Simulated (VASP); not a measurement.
GaP:

```
Ga P
1.0
     0.00000    2.72525    2.72525
     2.72525    0.00000    2.72525
     2.72525    2.72525    0.00000
Ga P
1 1
Direct
  0.00000 0.00000 0.00000
  0.25000 0.25000 0.25000
```

Base run:

```yaml
Program: VASP 6.6.1
Functional: PBE
Potentials_or_basis: VASP PAW PBE potentials, release 64 (Ga_d, P)
Cutoff: 520 eV
k_mesh: 7 × 7 × 7
Occupations: fermi-dirac, width 0.02 eV
Spin: no spin polarisation
```

Its results: band gap on the k mesh 1.59 eV, indirect (least direct gap 1.83 eV); pressure 2.4 GPa.

Task: After a change of settings the same cell gave: band gap on the k mesh 1.85 eV, indirect (least direct gap 2.34 eV); pressure 0.0 GPa. Which change was it?
A. functional from PBE to PBEsol
B. functional from PBE to r2SCAN; further incar settings from ALGO = Fast; EDIFF = 1e-06 to ALGO = Normal; EDIFF = 1e-06
C. functional from PBE to LDA; potentials or basis from VASP PAW PBE potentials, release 64 (Ga_d, P) to VASP PAW LDA potentials, release 64 (Ga_d, P)

Result: B.

Caveats: an odd mesh through Γ misses points on the zone boundary, where band edges often lie; the PAW data sets were made with another functional, which shifts forces and pressure a little (some runs).

Not every run made on this cell is shown here.
